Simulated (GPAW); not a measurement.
Input of a GPAW 26.7.0 run:

run.py

```python
from ase import Atoms
from ase.filters import FrechetCellFilter
from ase.io import write
from ase.optimize import BFGS
from gpaw import GPAW, PW, setup_paths

setup_paths.insert(0, '.')

atoms = Atoms(['Co', 'O'],
              cell=[[0.0, 2.1315, 2.1315],
                    [2.1315, 0.0, 2.1315],
                    [2.1315, 2.1315, 0.0]],
              scaled_positions=[[0.0, 0.0, 0.0],
                                [0.5, 0.5, 0.5]],
              pbc=True)
atoms.set_initial_magnetic_moments([2.0, 0.0])

calc = GPAW(mode=PW(800),
            xc='PBEsol',
            kpts={'size': (9, 9, 9), 'gamma': True},
            occupations={'name': 'fermi-dirac', 'width': 0.05},
            nbands=17,
            convergence={'density': 1e-05, 'forces': 0.0001},
            maxiter=150,
            txt='gpaw.txt')
atoms.calc = calc
opt = BFGS(FrechetCellFilter(atoms), trajectory='relax.traj', logfile='-')
done = opt.run(fmax=0.02, steps=60)
calc.write('gs.gpw')
write('result.traj', atoms)
print('Converged:', done)
print('Cell:', atoms.cell.cellpar().round(4))
print('Volume:', round(atoms.get_volume(), 4))
print(atoms.get_scaled_positions().round(5))
```

Potentials or basis: PAW data sets generated in the run's folder for this functional, pw.

Command:

```bash
$ gpaw-setup -f PBEsol Co O
$ OMP_NUM_THREADS=1 python run.py
```

(1) What does it give for the space group after relaxing (to 0.05 Å)?

(2) Predict the relaxed volume.

(3) Estimate the site moments.

Answers

(1) Fm-3m (No. 225).

(2) 9.09 Å³/atom.

(3) Co +2.39; O +0.22 μB.

Caveat: each step starts from the last one's moments, so a moment once lost doesn't come back; later steps reuse the first step's grids; a cell with one magnetic atom can't hold antiferromagnetic order, which such compounds often take.
